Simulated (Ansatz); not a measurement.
Phases of ZnSe at 0.043 GPa

Structure types of ZnSe are relaxed in primitive cells with their symmetry kept at 0.043 GPa, on PAW files; LAPW relaxes the small cells further and takes the PAW cell for the others (marked *). The enthalpy is E + pV at zero temperature, without zero-point motion. Only the types listed were tried, and differences under about 5 meV/atom are mesh noise. The real phase may be another.

All numbers are PBE results (scalar-relativistic) from Ansatz 0.2.0, with Fermi–Dirac smearing of 0.08 eV, no spin polarisation. Methods: LAPW: all electrons, basis error target 0.5 meV/atom; PAW: frozen-core files, cutoff 420 eV.

k meshes: rocksalt 13×13×13, CsCl 13×13×13, zincblende 12×12×12, NiAs 10×10×6.

```
start type            ends as          a, b, c (Å)  V (Å³/atom)  H − H(lowest), LAPW (meV/atom)
  rocksalt    rocksalt, Fm-3m  5.367, 5.367, 5.367        19.33                           306.8
      CsCl        CsCl, Pm-3m  3.353, 3.353, 3.353        18.84                               ?
zincblende  zincblende, F-43m  5.731, 5.731, 5.731        23.53                             0.0
     NiAs*     NiAs, P6_3/mmc  3.819, 3.819, 6.180        19.52                               ?
```

Question: Fill in "H − H(lowest), LAPW (meV/atom)" for the row "CsCl".

Answer: 845.3.

Question: What belongs in the row "NiAs*", column "H − H(lowest), LAPW (meV/atom)"?

Answer: 318.7.
